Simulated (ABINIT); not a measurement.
**HgSe in ABINIT: the effect of potentials**

The system is HgSe.

```
Hg Se
1.0
     0.00000    3.03900    3.03900
     3.03900    0.00000    3.03900
     3.03900    3.03900    0.00000
Hg Se
1 1
Cartesian
  0.0000 0.0000 0.0000
  4.5585 4.5585 4.5585
```

Alike in all runs:

```yaml
Program: ABINIT 10.8.3 (patched build)
Task: band structure
Functional: r2SCAN
k_mesh: 6 × 6 × 6
Occupations: fermi-dirac, width 0.05 eV
Spin: no spin polarisation
```

| potentials | cutoff | pressure (GPa) |
| --- | --- | --- |
| Ansatz PAW PBE default generated set, frozen core | 490 eV | 2.9 |
| JTH PAW PBE v2.0 | 626 eV | 3.1 |
| Ansatz NC r2SCAN | 1469 eV | 3.0 |
| SG15 NC PBE v1.2 | 844 eV | 3.0 |
| PseudoDojo NC SR PBE v0.4.1 standard | 1415 eV | ? |

Q: What does the run with potentials PseudoDojo NC SR PBE v0.4.1 standard give?

A: Pressure 2.3 GPa.

Caveats: the PAW data sets were made with another functional, which shifts forces and pressure a little (some runs); the potentials were made for another functional, which shifts forces and pressure (some runs); the atomic spheres overlap (some runs); a meta-GGA on potentials with a model core is unreliable (some runs).

The runs don't all hold the same shells in valence.
